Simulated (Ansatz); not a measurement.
Ge in Ansatz: convergence with scf exx energy threshold

Input of the first run (scf exx energy threshold 0.01); the others differ in this setting and in those tied to it:

input.yaml

```yaml
crystal:
  lattice:
    - [-2.495898, 2.650863, 1.436947]
    - [2.495898, -2.650863, 1.436947]
    - [2.495898, 2.650863, -1.436947]
  atoms:
    - { symbol: Ge, position: [0.314057, 0.064057, 0.25] }
    - { symbol: Ge, position: [0.685943, 0.935943, 0.75] }
hamiltonian:
  xc: hse06
  pseudopotentials: { kind: paw }
kpoints:
  mp_grid: { grid: [6, 6, 6] }
scf:
  occupations: { method: gaussian, width: 0.1 }
  exx: { energy_threshold: 0.01 }
output:
  forces: true
  stress: true
  eigenvalues: true
```

Potentials or basis: Ansatz PAW.

Launch:

```bash
$ ansatz run input.yaml --threads 2 --pin off --max-ram 5632MiB --backend cpu --events-out ev --progress --plain --runs-dir out
```

This isn't the form of Ge at room conditions, which is diamond.

Hardware: 2 threads of Arm Neoverse V2, on a shared host.

| scf exx energy threshold | energy less the tightest run, at zero smearing (meV/atom) | SCF cycles | CPU time (s) | peak memory (GiB) |
| --- | --- | --- | --- | --- |
| 0.01 | 0.00 | 19 | 46 | 1.2 |
| 0.001 | 0.00 | 19 | 47 | 1.2 |
| 0.0001 | 0.00 | 19 | 47 | 1.2 |
| 1e-05 | 0.00 | 19 | 46 | 1.2 |
| 1e-06 | 0.00 | 19 | 47 | 1.2 |
| 1e-07 | 0.00 | 21 | 51 | 1.2 |

Against the tightest run, the energy stays within 1 meV/atom from 0.01 on. The tightest run that finished is the yardstick and may itself not be fully converged.

Caveat, for the tightest run too: the k mesh is coarse (spacing up to 0.42 Å⁻¹), so the values aren't converged, least of all with exact exchange.
